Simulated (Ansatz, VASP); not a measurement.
**GaN in two plane-wave programs**

One calculation is typed for both programs; each brings its own data sets and cutoff. How far apart do they land?

Program: Ansatz 0.2.0. Level of theory: plane waves, with VASP 6.6.1 beside it; G0W0 gap at PBE. Results are calculated unless marked as measured.

### Step 1. The starting structure

The structure is cubic, space group F-43m (No. 216). The conventional cell has a = 4.595 Å, b = 4.595 Å, c = 4.595 Å, α = 90.00°, β = 90.00°, γ = 90.00°. Nearest to Ga lie 4 N at 1.99 Å. Nearest to N lie 4 Ga at 1.99 Å. Farther neighbours and most contacts between anions are not listed.

### Step 2. VASP: G0W0 gap, PBE

Quasiparticle shifts depend on high empty states and on the cores, so they are the hardest test of two PAW sets.

Lines of VASP's logs that name or quote its potential files are left out, and so is its time.

The run reads the wave functions of an earlier VASP run, which isn't shown here.

Input file INCAR:

```
SYSTEM = GaN
PREC = Accurate
ENCUT = 450
ISMEAR = 0
SIGMA = 0.01
LREAL = .FALSE.
GGA = PE
NBANDS = 96
ALGO = EVGW0
NELMGW = 1
ENCUTGW = 150
NOMEGA = 48
PRECFOCK = Fast
NBANDSGW = 24
LWAVE = .FALSE.
LCHARG = .FALSE.
```

Input file POSCAR:

```
GaN
1.0
    0.0000000000      2.2976981147      2.2976981147
    2.2976981147      0.0000000000      2.2976981147
    2.2976981147      2.2976981147      0.0000000000
Ga N
1 1
Direct
    0.0000000000      0.0000000000      0.0000000000
    0.2500000000      0.2500000000      0.2500000000
```

Input file KPOINTS:

```
Automatic mesh
0
Gamma
6 6 6
0 0 0
```

PAW data sets: Ga_d_GW and N_GW (PBE family, release 64).

Started as:

```
mpirun -np 8 vasp_std
```

Numbers of over 12 decimals in the logs are rounded to 6 here.

The log of the run:

```text
[banner, memory and clock lines left out]
running    8 mpi-ranks, on    1 nodes
 distrk:  each k-point on    8 cores,    1 groups
 distr:  one band on    1 cores,    8 groups

 POSCAR found type information on POSCAR GaN
 POSCAR found :  2 types and       2 ions
|                                                                             |
|           W    W    AA    RRRRR   N    N  II  N    N   GGGG   !!!           |
|           W    W   A  A   R    R  NN   N  II  NN   N  G    G  !!!           |
|           W    W  A    A  R    R  N N  N  II  N N  N  G       !!!           |
|           W WW W  AAAAAA  RRRRR   N  N N  II  N  N N  G  GGG   !            |
|           WW  WW  A    A  R   R   N   NN  II  N   NN  G    G                |
|           W    W  A    A  R    R  N    N  II  N    N   GGGG   !!!           |
|                                                                             |
|     For optimal performance we recommend to set                             |
|       NCORE = 2 up to number-of-cores-per-socket                            |
|     NCORE specifies how many cores store one orbital (NPAR=cpu/NCORE).      |
|     This setting can greatly improve the performance of VASP for DFT.       |
|     The default, NCORE=1 might be grossly inefficient on modern             |
|     multi-core architectures or massively parallel machines. Do your        |
|     Unfortunately you need to use the default for GW and RPA                |
|     calculations (for HF NCORE is supported but not extensively tested      |
|     yet).                                                                   |
|                                                                             |

|                                                                             |
|           W    W    AA    RRRRR   N    N  II  N    N   GGGG   !!!           |
|           W    W   A  A   R    R  NN   N  II  NN   N  G    G  !!!           |
|           W    W  A    A  R    R  N N  N  II  N N  N  G       !!!           |
|           W WW W  AAAAAA  RRRRR   N  N N  II  N  N N  G  GGG   !            |
|           WW  WW  A    A  R   R   N   NN  II  N   NN  G    G                |
|           W    W  A    A  R    R  N    N  II  N    N   GGGG   !!!           |
|                                                                             |
|     The default for ENCUTGWSOFT is different in this version of VASP.       |
|     please manually set ENCUTGWSOFT =150 in the INCAR file.                 |
|                                                                             |

 LDA part: xc-table for (Slater+PW92), standard interpolation
 found WAVECAR, reading the header
 POSCAR, INCAR and KPOINTS ok, starting setup
 FFT: planning ... GRIDC
 FFT: planning ... GRID_SOFT
 FFT: planning ... GRID
 reading WAVECAR
 the WAVECAR file was read successfully
 initial charge from wavefunction
 available memory per node:     33.62 GB, setting MAXMEM to     34431

 The Fermi energy was updated, please check that it is located mid-gap
 values below the HOMO (VB) or above the LUMO (CB) will cause erroneous energies
 E-fermi :   5.1717

 calculate exact exchange contribution
 the WAVEDER file was read successfully
energies w=
    0.000    0.000    0.564    0.000    1.126    0.000    1.684    0.000
    2.235    0.000    2.778    0.000    3.311    0.000    3.836    0.000
    4.350    0.000    4.855    0.000    5.351    0.000    5.839    0.000
    6.320    0.000    6.795    0.000    7.266    0.000    7.735    0.000
    8.203    0.000    8.672    0.000    9.145    0.000    9.623    0.000
   10.110    0.000   10.607    0.000   11.119    0.000   11.647    0.000
   12.197    0.000   12.772    0.000   13.377    0.000   14.019    0.000
   14.705    0.000   15.443    0.000   16.243    0.000   17.118    0.000
   18.084    0.000   19.162    0.000   20.377    0.000   21.763    0.000
   23.363    0.000   25.241    0.000   27.480    0.000   30.202    0.000
   33.588    0.000   37.921    0.000   43.660    0.000   51.618    0.000
   63.371    0.000   82.426    0.000  118.507    0.000  212.279    0.000
 responsefunction array rank=     120
 LDA part: xc-table for (Slater+PW92), standard interpolation

 min. memory requirement per mpi rank    144.2 MB, per node   1153.4 MB

 allocating   6 responsefunctions rank=   120
 shmem allocating  48 responsefunctions rank=   120
 response function shared by NCSHMEM nodes    1
 Doing            6  frequencies on each core in blocks of           48
NQ=   1    0.0000    0.0000    0.0000,
|.........|.........|.........|.........|.........|.........|.........|.........
 performed        411000 updates of chi_q(r,r)
 total number of BLAS operations         42.08 Gflops
NQ=   2    0.1667    0.0000    0.0000,
|.........|.........|.........|.........|.........|.........|.........|.........
 performed       1136000 updates of chi_q(r,r)
 total number of BLAS operations        104.85 Gflops
NQ=   3    0.3333    0.0000    0.0000,
|.........|.........|.........|.........|.........|.........|.........|.........
 performed       1861000 updates of chi_q(r,r)
 total number of BLAS operations        160.57 Gflops
NQ=   4    0.5000    0.0000    0.0000,
|.........|.........|.........|.........|.........|.........|.........|.........
 performed       2475000 updates of chi_q(r,r)
 total number of BLAS operations        217.94 Gflops
NQ=   5    0.1667    0.1667    0.0000,
|.........|.........|.........|.........|.........|.........|.........|.........
 performed       3200000 updates of chi_q(r,r)
 total number of BLAS operations        272.53 Gflops
NQ=   6    0.3333    0.1667    0.0000,
|.........|.........|.........|.........|.........|.........|.........|.........
 performed       4321000 updates of chi_q(r,r)
 total number of BLAS operations        367.73 Gflops
NQ=   7    0.5000    0.1667    0.0000,
|.........|.........|.........|.........|.........|.........|.........|.........
 performed       5442000 updates of chi_q(r,r)
 total number of BLAS operations        466.65 Gflops
NQ=   8   -0.3333    0.1667    0.0000,
|.........|.........|.........|.........|.........|.........|.........|.........
 performed       6563000 updates of chi_q(r,r)
 total number of BLAS operations        554.60 Gflops
NQ=   9   -0.1667    0.1667    0.0000,
|.........|.........|.........|.........|.........|.........|.........|.........
 performed       7537000 updates of chi_q(r,r)
 total number of BLAS operations        630.98 Gflops
NQ=  10    0.3333    0.3333    0.0000,
|.........|.........|.........|.........|.........|.........|.........|.........
 performed       8262000 updates of chi_q(r,r)
 total number of BLAS operations        693.74 Gflops
NQ=  11    0.5000    0.3333    0.0000,
|.........|.........|.........|.........|.........|.........|.........|.........
 performed       9383000 updates of chi_q(r,r)
 total number of BLAS operations        787.10 Gflops
NQ=  12   -0.3333    0.3333    0.0000,
|.........|.........|.........|.........|.........|.........|.........|.........
 performed      10357000 updates of chi_q(r,r)
 total number of BLAS operations        866.59 Gflops
NQ=  13    0.5000    0.5000    0.0000,
|.........|.........|.........|.........|.........|.........|.........|.........
 performed      10907000 updates of chi_q(r,r)
 total number of BLAS operations        917.94 Gflops
NQ=  14    0.5000    0.3333    0.1667,
|.........|.........|.........|.........|.........|.........|.........|.........
 performed      12166000 updates of chi_q(r,r)
 total number of BLAS operations       1020.75 Gflops
NQ=  15   -0.3333    0.3333    0.1667,
|.........|.........|.........|.........|.........|.........|.........|.........
 performed      13352000 updates of chi_q(r,r)
 total number of BLAS operations       1123.38 Gflops
NQ=  16   -0.3333    0.5000    0.1667,
|.........|.........|.........|.........|.........|.........|.........|.........
 performed      14330000 updates of chi_q(r,r)
 total number of BLAS operations       1208.08 Gflops
 resolving degeneracies of screened two electron integrals

 calculate QP shifts <psi_nk| G(iteration)W_0 |psi_nk>: iteration 1
 entering main loop
```

OUTCAR, selected parts (step 2):

```text
ion  position               nearest neighbor table
   1  0.000  0.000  0.000-   2 1.99   2 1.99   2 1.99   2 1.99
   2  0.250  0.250  0.250-   1 1.99   1 1.99   1 1.99   1 1.99

  LATTYP: Found a face centered cubic cell.
 ALAT       =     4.5953962294

 Subroutine GETGRP returns: Found 24 space group operations
 (whereof 24 operations were pure point group operations)

The static configuration has the point symmetry T_d .

 Found     16 irreducible k-points:

   k-points           NKPTS =     16   k-points in BZ     NKDIM =    216   number of bands    NBANDS=     96

   dimension x,y,z NGX =    24 NGY =   24 NGZ =   24
   dimension x,y,z NGXF=    48 NGYF=   48 NGZF=   48

   ENCUT  =  450.0 eV  33.07 Ry    5.75 a.u.   5.62  5.62  5.62*2*pi/ulx,y,z

   NELECT =      18.0000    total number of electrons

  energy-cutoff  :      450.00
  volume of cell :       24.26
      direct lattice vectors                 reciprocal lattice vectors
     0.000000000  2.297698115  2.297698115    -0.217609092  0.217609092  0.217609092
     2.297698115  0.000000000  2.297698115     0.217609092 -0.217609092  0.217609092
     2.297698115  2.297698115  0.000000000     0.217609092  0.217609092 -0.217609092

 k-points in reciprocal lattice and weights: Automatic mesh
   0.00000000  0.00000000  0.00000000       0.005
   0.16666667  0.00000000  0.00000000       0.037
   0.33333333  0.00000000  0.00000000       0.037
   0.50000000  0.00000000  0.00000000       0.019
   0.16666667  0.16666667  0.00000000       0.028
   0.33333333  0.16666667  0.00000000       0.111
   0.50000000  0.16666667  0.00000000       0.111
  -0.33333333  0.16666667  0.00000000       0.111
  -0.16666667  0.16666667  0.00000000       0.056
[...]
-0.33333333  0.33333333  0.16666667       0.111
  -0.33333333  0.50000000  0.16666667       0.056

 E-fermi :   5.1717

 QP shifts <psi_nk| G(iteration)W_0 |psi_nk>: iteration 1
 for sc-GW calculations column KS-energies equals QP-energies in previous step
 and V_xc(KS)=  KS-energies - (<T + V_ion + V_H > + <T+V_H+V_ion>^1  + <V_x>^1)
 k-point   1 :       0.0000    0.0000    0.0000
  band No.  KS-energies  QP-energies   sigma(KS)   V_xc(KS)     V^pw_x(r,r')   Z            occupation Imag(sigma)
    ...
      6      -8.6939     -11.6104     -25.8517     -21.8103     -35.1941       0.7217       2.0000       0.2116
      7       4.4991       4.0177     -18.1274     -17.4872     -20.9665       0.7520       2.0000       0.1233
      8       4.4991       4.0177     -18.1274     -17.4872     -20.9665       0.7520       2.0000       0.1233
      9       4.4991       4.0177     -18.1274     -17.4872     -20.9665       0.7520       2.0000       0.1233
     10       5.8443       6.3966     -12.4979     -13.1958      -9.1456       0.7914       0.0000      -0.0526
     11      14.4252      15.0582     -10.4183     -11.2243      -5.2404       0.7854       0.0000      -0.1396
     12      14.4252      15.0582     -10.4183     -11.2243      -5.2404       0.7854       0.0000      -0.1396
     13      14.4252      15.0582     -10.4183     -11.2243      -5.2404       0.7854       0.0000      -0.1396
    ...

 k-point   2 :       0.1667    0.0000    0.0000
  band No.  KS-energies  QP-energies   sigma(KS)   V_xc(KS)     V^pw_x(r,r')   Z            occupation Imag(sigma)
    ...
      6      -8.6948     -11.6076     -25.8459     -21.8061     -35.1907       0.7210       2.0000       0.2127
      7       2.2298       1.5816     -16.3969     -15.5281     -19.4083       0.7461       2.0000       0.1417
      8       4.2474       3.7336     -17.9040     -17.2198     -20.7922       0.7510       2.0000       0.1250
      9       4.2474       3.7336     -17.9040     -17.2198     -20.7922       0.7510       2.0000       0.1250
     10       7.4964       8.1333     -13.3244     -14.1411      -9.8233       0.7799       0.0000      -0.0554
     11      13.3981      14.0888     -10.9230     -11.8076      -5.8370       0.7808       0.0000      -0.1335
     12      14.7596      15.4110     -10.6103     -11.4468      -5.3203       0.7787       0.0000      -0.1560
     13      14.7596      15.4110     -10.6103     -11.4468      -5.3203       0.7787       0.0000      -0.1560
    ...

 k-point   3 :       0.3333    0.0000    0.0000
  band No.  KS-energies  QP-energies   sigma(KS)   V_xc(KS)     V^pw_x(r,r')   Z            occupation Imag(sigma)
    ...
      6      -8.1307     -10.3879     -22.8309     -19.6737     -31.5019       0.7149       2.0000       0.4792
      7      -0.6550      -1.5044     -15.2344     -14.0566     -19.2229       0.7212       2.0000       0.2367
      8       3.8021       3.2381     -17.5584     -16.8061     -20.5406       0.7497       2.0000       0.1289
      9       3.8021       3.2381     -17.5584     -16.8061     -20.5406       0.7497       2.0000       0.1289
     10       8.5792       9.2772     -12.0648     -12.9506      -7.9071       0.7880       0.0000      -0.0768
     11      12.8200      13.5946     -12.4269     -13.4551      -7.1910       0.7534       0.0000      -0.1487
     12      14.7724      15.3705     -10.5732     -11.3415      -5.3286       0.7786       0.0000      -0.1656
     13      14.7724      15.3705     -10.5732     -11.3415      -5.3286       0.7786       0.0000      -0.1656
    ...

 k-point   4 :       0.5000    0.0000    0.0000
  band No.  KS-energies  QP-energies   sigma(KS)   V_xc(KS)     V^pw_x(r,r')   Z            occupation Imag(sigma)
    ...
      6      -7.4209      -9.4618     -22.5570     -19.6966     -31.0368       0.7135       2.0000       0.5125
      7      -2.1752      -3.0340     -14.0030     -12.7941     -18.2882       0.7104       2.0000       0.3396
      8       3.6008       3.0192     -17.4166     -16.6385     -20.4381       0.7474       2.0000       0.1311
      9       3.6008       3.0192     -17.4166     -16.6385     -20.4381       0.7474       2.0000       0.1311
     10       8.7355       9.4179     -11.5490     -12.4087      -7.3294       0.7938       0.0000      -0.0799
     11      12.9274      13.7023     -12.9667     -14.0154      -7.5179       0.7390       0.0000      -0.1663
     12      14.5395      15.0965     -10.4635     -11.1751      -5.3271       0.7828       0.0000      -0.1594
     13      14.5395      15.0965     -10.4635     -11.1751      -5.3271       0.7828       0.0000      -0.1594
    ...

[... 4 further parts left out ...]
```

(Continued in part 2 of 2.)

[Lines on the potential files, build, host, timing and source positions are cut from VASP's logs without a mark.]

[Logs are printed without paths, hosts, clocks, repeated set-up lines and the standing remarks that a program may print on its own settings, such as how far it seeks lower states.]

[Hosts, paths, dates, database ids (printed as entryN), source tags and the programs' standing remarks are cut or masked in the printed files.]
